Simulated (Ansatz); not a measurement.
Runs of Ansatz 0.2.0 on TePb. It takes space group Pm-3m (No. 221, cubic). The conventional cell has a = 4.002 Å, b = 4.002 Å, c = 4.002 Å, α = 90.00°, β = 90.00°, γ = 90.00°. Around Pb (site symmetry m-3m) lie 8 Te at 3.47 Å. Around Te (site symmetry m-3m) lie 8 Pb at 3.47 Å. Measurements of this composition are mostly on another form, of space group No. 225.

```tsv
task	level	potentials or basis	spin	cell	k mesh	cutoff (eV)	smearing	mesh quality	gap on the mesh (eV)	pressure (GPa)	largest force (eV/Å)
relaxation of cell and atoms	exchange-only PBE	Ansatz PAW earlier set	off	relaxed from: volume scaled by 1.15	7 × 7 × 7	700	gaussian 0.15 eV	not flagged	-	0.0	-
density of states	HSE03	SPMS NC	off	as given	4 × 4 × 4	680	methfessel-paxton 0.1 eV	coarse	none	-1.3	-
electric field gradients	HSE03	Ansatz PAW	SOC, no magnetisation	as given	4 × 4 × 4	420	methfessel-paxton 0.1 eV	coarse	none	(a)	-
projected density of states	LDA	Ansatz PAW	off	atoms moved at random, drawn with an rms of 0.1 Å	5 × 5 × 5	420	fixed	not flagged	none	-3.1	0.08
electron localisation function	PBE0+D3(BJ)-ATM	PseudoDojo standard (PBE files)	off	as given	4 × 4 × 4	1120	methfessel-paxton 0.1 eV	coarse	none	-3.1	-
projected density of states	rPW86-PBE+D3(BJ)	PseudoDojo standard (PBE files)	SOC, no magnetisation	as given	7 × 7 × 7	1088	fermi-dirac 0.05 eV	not flagged	none	1.2	-
projected density of states	LDA	Ansatz PAW	off	atoms moved at random, drawn with an rms of 0.1 Å	5 × 5 × 5	420	methfessel-paxton 0.1 eV	not flagged	none	-4.3	0.03
density of states	BLYP+D3(BJ)	JTH PAW	off	cell strained at random at fixed volume	5 × 5 × 5	1800	tetrahedron	not flagged	none	0.2	-
```

Q: Estimate the missing entries.

A: (a) 0.1.

Caveats: some runs use coarse meshes; the PAW data sets come from PBE, with cores solved anew for the run's functional, which leaves a small shift of forces and pressure (some runs); the potentials were made for another functional, which shifts forces and pressure (some runs); the thresholds are loose for stress (some runs); pairwise dispersion overbinds metals, which lowers pressure and volume (some runs); the plane-wave basis is chosen anew once the cell has moved, so the energies of steps on either side of that aren't comparable (some runs); with tetrahedron occupations forces and stress needn't match the slope of the energy (some runs).

A k mesh can miss the band edges, and rows without SOC leave out spin-orbit coupling on Pb, Te.

A gap of «none» marks a metal or a gap under the smearing width.

The runs don't all hold the same shells in valence.

Runs at the PBE level aren't shown here.
